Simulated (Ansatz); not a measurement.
LaAlO3: pressure series

The reference is LaAlO3 (space group R-3c, No. 167).

```
CELL_PARAMETERS angstrom
      2.68351     1.54933     4.36933
     -2.68351     1.54933     4.36933
      0.00000    -3.09866     4.36933
ATOMIC_POSITIONS crystal
  La 0.25000 0.25000 0.25000
  La 0.75000 0.75000 0.75000
  Al 0.00000 0.00000 0.00000
  Al 0.50000 0.50000 0.50000
  O  0.77935 0.72065 0.25000
  O  0.25000 0.77935 0.72065
  O  0.72065 0.25000 0.77935
  O  0.22065 0.27935 0.75000
  O  0.75000 0.22065 0.27935
  O  0.27935 0.75000 0.22065
```

Cell and atoms are relaxed at each pressure.

All numbers come from Ansatz (a first-principles code) r2SCAN, without spin-orbit coupling, earlier PAW set.

Notes on the quantities. enthalpy: H = E + PV relative to the base's energy.

```csv
change,band gap,enthalpy,c/a ratio
base,4.38 eV,–,2.442
pressure −2 GPa,4.40 eV,-0.14 eV/atom,2.442
pressure −1 GPa,4.39 eV,-0.07 eV/atom,2.442
pressure 1.8 GPa,4.37 eV,+0.12 eV/atom,2.443
pressure 4.2 GPa,4.35 eV,+0.28 eV/atom,2.444
pressure 9 GPa,4.32 eV,+0.60 eV/atom,2.445
pressure 18 GPa,4.24 eV,+1.18 eV/atom,2.449
pressure 30 GPa,4.23 eV,+1.92 eV/atom,–
pressure 60 GPa,4.25 eV,+3.66 eV/atom,–
```

Load acts through the strain it causes; cell and atoms are relaxed under it. Stability against distortions was not tested. Competing high-pressure phases were not computed.
